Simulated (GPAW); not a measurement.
Runs of GPAW 26.7.0 on I. It takes space group Fmmm (No. 69, orthorhombic). Conventional cell: a = 4.384 Å, b = 4.731 Å, c = 7.820 Å, α = 90.00°, β = 90.00°, γ = 90.00°. Around I (site symmetry mmm) lie 4 I at 3.23 Å. 

```csv
task,level,potentials or basis,spin,cell,cutoff (eV),eigensolver,maxiter,optimizer,fmax,max steps,other keys,gap on the mesh (eV),pressure (GPa),relaxed volume (Å³/atom)
relaxation of cell and atoms,BLYP+D3,"PAW data sets generated in the run's folder for this functional, pw",off,relaxed to 20 GPa,600,davidson,150,LBFGS,0.01 eV/Å,40,-,none,20.0,-
relaxation of cell and atoms,M06-L,"GPAW PAW data sets (gpaw-data 1.2.1), pw",off,relaxed,600,-,150,LBFGS,0.02 eV/Å,60,-,none,0.0,40.07
relaxation of cell and atoms,PBEsol,"PAW data sets generated in the run's folder for this functional, pw",off,relaxed,600,-,150,BFGS,0.02 eV/Å,40,-,none,0.0,(a)
band structure,LDA,"the program's PAW data sets (release 1.2.1) made for this functional, pw","SOC, no magnetisation",as given,600,-,150,-,-,-,-,-,-2.1,-
single point,PBE,"GPAW PAW data sets (gpaw-data 1.2.1), pw",off,as given,700,-,80,-,-,-,"several, not listed",none,0.7,-
```

Alike in all rows: k mesh 7 × 7 × 7; smearing fermi-dirac 0.05 eV.

Problem. Fill in the values left out.

Solution. (a) 38.06.

Caveats: an odd number of electrons without spin polarisation forces a metal (some runs); a magnetic or distorted state may lie lower (some runs); later steps reuse the first step's grids (some runs); the volume moved by over 15 % at a fixed basis, so the end points are rough (some runs); pairwise dispersion overbinds metals, which lowers pressure and volume (some runs); the PAW data sets were made with another functional, which shifts forces and pressure a little (some runs); spin-orbit coupling was added after a scalar SCF, so levels and gaps hold it while energy, forces, pressure and moments don't (some runs).

A k mesh can miss the band edges, and rows without SOC leave out spin-orbit coupling on I.

A gap of «none» marks a metal or a gap under the smearing width.
